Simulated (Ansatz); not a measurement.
**The polar optical mode of MgO at 1 GPa, worked through**

Computed with DFT PBEsol, scalar-relativistic, plane waves, PAW (Ansatz 0.2.0). Plane waves to 420 eV; Γ-centred k mesh 10×10×10; fixed occupations. No spin polarisation. Phonons by linear response, acoustic sum rule imposed.

The cell, relaxed at 1 GPa:
```
Mg O
1.0
     0.00000    2.10266    2.10266
     2.10266    0.00000    2.10266
     2.10266    2.10266    0.00000
Mg O
1 1
Direct
  0.00000 0.00000 0.00000
  0.50000 0.50000 0.50000
```

Linear response gives ν_TO = 393.4 cm⁻¹, Born charges ±1.978 e (positive on Mg) and ε∞ = 3.238. The primitive cell holds 18.593 Å³, and the masses are 24.305 and 15.999 amu.

**Question.** Find ν_LO and the static dielectric constant.

**Answer.** The long-wave field adds a restoring force: ω_LO² − ω_TO² = Z*²e²/(ε_vac ε∞ μV). In these units ν_LO² − ν_TO² = 4.92064×10⁷ Z*²/(μ V ε∞) cm⁻², with μ = m₁m₂/(m₁ + m₂) = 9.648 amu: 331346 cm⁻². So ν_LO = √(393.4² + 331346) = 697.2 cm⁻¹, and the run gives 697.2. Lyddane–Sachs–Teller then gives ε0 = ε∞ (ν_LO/ν_TO)² = 10.17, against 10.17 in the run (it forms both from the same three quantities, so the match checks the arithmetic only). Between ν_TO and ν_LO the dielectric function is negative and an undamped crystal reflects fully: a reststrahlen band from 14.3 to 25.4 μm.

**Question.** What do the Clausius–Mossotti polarisability and the Szigeti charge come to?

**Answer.** With the Lorentz local field, α = (3V/4π)(ε∞ − 1)/(ε∞ + 2) = 1.90 Å³ for the pair, and e_S = 3Z*/(ε∞ + 2) = 1.13 e. The Born charge includes the electrons' response to the dipole's own local field, and e_S takes that enhancement out. The Lorentz field assumes point-like polarisable ions, a fair picture at this small ε∞.

**Question.** How strongly does a slow electron couple to the LO mode?

**Answer.** For one isotropic parabolic band, Fröhlich's constant is α_F = (1/ε∞ − 1/ε0) √(m* Ry/ħω_LO), with Ry = 13.606 eV, ħω_LO = 86.4 meV and m* in free-electron masses: α_F = 0.2105 × 12.55 × √m* = 2.64 √m*. The band mass isn't part of this run; for m* = 0.1, 0.3 and 1 it gives 0.84, 1.45, 2.64. In weak coupling the polaron lies α_F ħω_LO below the band edge (125 meV at m* = 0.3) with a mass m*(1 + α_F/6); past α_F of about 5 or 6 that expansion fails. A semilocal functional's ε∞ tends to be too large, which taken alone lowers α_F.

Cost: 1 run of about 0.28 core-minutes, on Arm Neoverse N1 (shared hosts).

The Born charge of 1.978 e, almost the nominal ionic value, fits Mg 3s electrons transferred to a nearly filled O 2p shell, with little of the dynamic charge transfer that makes Born charges anomalous in many ferroelectric perovskites. The wide LO–TO splitting therefore needs no unusual covalency: near-nominal charges on light ions in a small cell are only weakly screened by the electrons. The lattice supplies more than half of the static dielectric constant, but the TO mode is far from soft, so this is ordinary ionic polarisability and no sign of incipient ferroelectricity. The Szigeti charge of 1.13 e shouldn't be read as a static ionic charge, since short-range overlap distorts the ions as they move.

ε∞ lies above the measured value for MgO, probably because the semilocal functional makes the electrons too polarisable; for a given ν_TO and Born charge, this overscreens the long-range field and pulls ν_LO down. The Fröhlich estimate suits a dispersive conduction band better than O 2p holes, whose possible self-trapping it can't settle.
